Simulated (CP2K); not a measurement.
# Bi: equation of state with PBEsol

Bi:

```xyz
2
Lattice="4.7290 0.0000 0.0000 2.5545 3.9797 0.0000 2.5545 1.3958 3.7269" Properties=species:S:1:pos:R:3 pbc="T T T"
Bi    7.5359    4.1176    2.8548
Bi    2.3021    1.2579    0.8721
```

- Program: CP2K 2026.2
- Task: equation of state
- Functional: PBEsol
- Potentials or basis: POTENTIAL_UZH Bi GTH-PBE-q5; TZVP-MOLOPT-PBE-GTH basis
- Density cutoff: 6123 eV
- k mesh: 7 × 7 × 7
- Occupations: fermi-dirac, width 0.05 eV
- Spin: no spin polarisation

| Item | Value |
| --- | --- |
| Equilibrium volume | 36.34 Å³/atom |
| Bulk modulus at fixed shape and positions | 47 GPa |
| Pressure derivative of the bulk modulus | 4.6 |

Energy against volume, from the lowest point:
```csv
volume (Å³/atom),energy (meV/atom)
32.965,54.74
33.667,32.98
34.368,17.22
35.070,6.83
35.771,1.26
36.472,0.00
37.174,2.62
```

All runs of the series together: 3.8 min on 1 thread of Arm Neoverse V1, on a shared host.

Caveat: the cell was scaled at fixed shape and fractional positions, which overstates the stiffness of a crystal with free parameters, most of all of layers and chains; the potentials were made for another functional, which shifts forces and pressure; the basis of atomic orbitals isn't converged, which shifts pressures, moduli and gaps.
